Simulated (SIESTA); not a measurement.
# PbF2 (Fluorocronite): equation of state with PBEsol

PbF2 (Fluorocronite):

```xyz
3
Lattice="0.0000 2.9637 2.9637 2.9637 0.0000 2.9637 2.9637 2.9637 0.0000" Properties=species:S:1:pos:R:3 pbc="T T T"
Pb    0.0000    0.0000    0.0000
F     4.4455    4.4455    4.4455
F     1.4818    1.4818    1.4818
```

```yaml
Program: SIESTA 5.4.2
Task: equation of state
Functional: PBEsol
Potentials_or_basis: PseudoDojo 0.4 standard (PBEsol files)
Basis: DZP (energy shift 0.003 Ry; two zetas on semicore shells)
Grid_cutoff: 800 Ry
Energy_shift: 0.003 Ry
k_mesh: 8 × 8 × 8
Occupations: fermi-dirac, width 0.05 eV
Spin: no spin polarisation
```

```yaml
Equilibrium_volume: 17.14 Å³/atom
Bulk_modulus: 79 GPa
Pressure_derivative_of_the_bulk_modulus: "3.9 (rough: it moves with the points fitted)"
```

Energy against volume, from the lowest point:
```tsv
volume (Å³/atom)	energy (meV/atom)
16.313	10.36
16.660	3.17
17.007	0.00
17.354	0.29
17.701	3.94
18.048	10.66
18.395	19.83
```

All runs of the series together: 8.5 min on 1 thread of Intel(R) Xeon(R) Platinum 8375C CPU @ 2.90GHz (Ice Lake), with other jobs on the host.

Caveat: the basis of atomic orbitals isn't converged, which shifts pressures, moduli and gaps. The run has no spin-orbit coupling, so splittings on Pb are missing.
